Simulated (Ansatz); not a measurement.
# Te2Pt: the cost of one run

Program: Ansatz 0.2.0. Level of theory: DFT LDA, scalar-relativistic, plane waves, PAW. These are calculated values, not measurements.

The COD entry's cell or inner coordinates are ideal or old and differ from later refinements, so a difference from it is no clean test against experiment.

4 further runs of the same task are left out: 1 that didn't finish, 3 set aside as unsound or not needed. Runs told in other sessions of the task aren't counted.

### Step 1. The structure to begin with

Symmetry: P-3m1, No. 164, trigonal system. The conventional cell has a = 4.020 Å, b = 4.020 Å, c = 5.091 Å, α = 90.00°, β = 90.00°, γ = 120.00°. Te (site symmetry 3m) has 3 Pt at 2.68 Å in its first shell of neighbours. Pt (site symmetry -3m) is surrounded by 6 Te at 2.68 Å.

Coordinates:

```
CELL_PARAMETERS angstrom
4.01972 0.00000 0.00000
-2.00986 3.48118 0.00000
0.00000 0.00000 5.09085
ATOMIC_POSITIONS crystal
Te 0.33333 0.66667 0.26331
Te 0.66667 0.33333 0.73669
Pt 0.00000 0.00000 0.00000
```

It is the result of an earlier relaxation at this level (volume 23.75 Å³/atom; gap on the mesh: none (metal)).

### Step 2. The scan

The energy is mapped over volume and a fixed ferromagnetic moment.

First coordinate, volume per atom: 5 values from 17.81 to 29.68 Å³. Second coordinate, total spin moment of the cell, held fixed: 7 values from 0.000 to 0.500 μB.

Nothing else is relaxed (shape and fractional coordinates fixed). Points are written as (first, second).

### Step 3. The run at (29.68 Å³, 0.000 μB)

The input, input.yaml:

```yaml
crystal:
  lattice:
    - [4.3301308325, 0.0, 0.0]
    - [-2.1650654162, 3.7500033026, 0.0]
    - [0.0, 0.0, 5.4839865134]
  atoms:
    - { symbol: Te, position: [0.3333333333, 0.6666666667, 0.2633098786] }
    - { symbol: Te, position: [0.6666666667, 0.3333333333, 0.7366901214] }
    - { symbol: Pt, position: [0.0, 0.0, 0.0] }
basis:
  ecutwfc: 420
kpoints:
  mp_grid: { grid: [12, 12, 10] }
hamiltonian:
  xc: lda
  pseudopotentials: { kind: paw, azcp: { folder: soft_1 } }
scf:
  occupations: { method: gaussian, width: 0.15 }
  lower_state_search: "off"
output:
  forces: true
  stress: true
  eigenvalues: true
```

The run is started by

```
$ ansatz run input.yaml --threads 2 --pin off --max-ram 4096MiB --backend cpu --events-out ev --progress --plain --runs-dir out
```

What time and memory should one allow on 2 threads of Arm Neoverse N1, shared host?

About 24 s, with a peak of 0.55 GiB.
